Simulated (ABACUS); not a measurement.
The system is Se.

```
CELL_PARAMETERS angstrom
4.36620 0.00000 0.00000
-2.18310 3.78124 0.00000
0.00000 0.00000 4.95360
ATOMIC_POSITIONS crystal
Se 0.77460 0.77460 0.00000
Se 0.00000 0.22540 0.66667
Se 0.22540 0.00000 0.33333
```

* Program: ABACUS 3.10.1
* Task: single point
* Functional: PBE
* Potentials or basis: PseudoDojo NC SR 0.4.1 PBE standard
* Cutoff: 1184 eV
* Density cutoff: 4735 eV
* Basis: plane waves
* k mesh: 7 × 7 × 6
* Occupations: fermi-dirac, width 0.05 eV
* Spin: no spin polarisation

On this cell: pressure 2.8 GPa; largest force 0.419 eV/Å; band gap on the k mesh 1.20 eV, indirect (least direct gap 1.47 eV).

The same run follows on a disturbed copy (atoms moved at random, drawn with an rms of 0.05 Å):

```
Se
1.0
     4.36620    0.00000    0.00000
    -2.18310    3.78124    0.00000
     0.00000    0.00000    4.95360
Se
3
Direct
  0.77894 0.77804 0.00263
  0.00918 0.23606 0.65783
  0.22781 0.00178 0.32738
```

**Question.** What does the disturbed cell give?

**Answer.** The energy moves by +3.6 meV/atom; pressure 2.6 GPa; largest force 0.645 eV/Å; band gap on the k mesh 0.91 eV, indirect (least direct gap 1.31 eV).

Forces on the atoms (eV/Å):
```
Se  -0.316 -0.226 -0.515
Se  -0.219  0.127  0.330
Se   0.534  0.098  0.186
```

Stress tensor (GPa, compression positive):
```
2.58 0.25 0.51
0.25 1.35 1.35
0.51 1.35 3.85
```

Caveats: an odd mesh through Γ misses points on the zone boundary, where band edges often lie.
